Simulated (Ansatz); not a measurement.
# Ta: a single-point run

Aim: a sound single-point run of Ta.

Computed with Ansatz 0.2.0 (DFT, PBE, all-electron LAPW, scalar-relativistic, unless a step's input says otherwise).

**1. The starting structure**

Symmetry: Fm-3m, No. 225, cubic system. Conventional cell: a = 4.220 Å, b = 4.220 Å, c = 4.220 Å, α = 90.00°, β = 90.00°, γ = 90.00°. Ta (site symmetry m-3m) is surrounded by 12 Ta at 2.98 Å.

Coordinates:

```
CELL_PARAMETERS angstrom
0.00000 2.11000 2.11000
2.11000 0.00000 2.11000
2.11000 2.11000 0.00000
ATOMIC_POSITIONS crystal
Ta 0.00000 0.00000 0.00000
```

**2. Running it**

The input, input.yaml:

```yaml
crystal:
  lattice:
    - [0.0, 2.11, 2.11]
    - [2.11, 0.0, 2.11]
    - [2.11, 2.11, 0.0]
  atoms:
    - { symbol: Ta, position: [0.0, 0.0, 0.0], spin: 2.0 }
magnetization:
  spin_polarized: true
  initial_magnetization: 2.0
  spin_locking: { lock_magnetization: hard }
kpoints:
  mp_grid: { grid: [13, 13, 13] }
scf:
  occupations: { method: fermi_dirac, width: 0.03 }
  max_iter: 60
  n_extra_bands: 1
  lower_state_search: "off"
hamiltonian:
  xc: pbe
  pseudopotentials: { kind: all_electron, lapw: { basis_error: 0.001 } }
output:
  forces: true
  stress: true
  eigenvalues: false
```

Run with:

```
ansatz run input.yaml --threads 1 --pin off --max-ram 3072MiB --backend cpu --events-out ev --progress --plain --runs-dir out
```

Q: Will this input give a usable result? If not, why, and what should change?

The run converged and reported no error, with warnings (moment headroom below auto). Its log warns: «the band count 21 (scf.n_extra_bands) hosts the net moment |M| = 2.0000 μB (N_el = 37) but caps the reachable moment at 2·n_bands − N_el = 5.0000 μB ...»

Look at the input: scf.n_extra_bands is 1. The risk: too few bands. The run converged, but that does not make its result sound.

To check: delete scf.n_extra_bands (the default then holds).
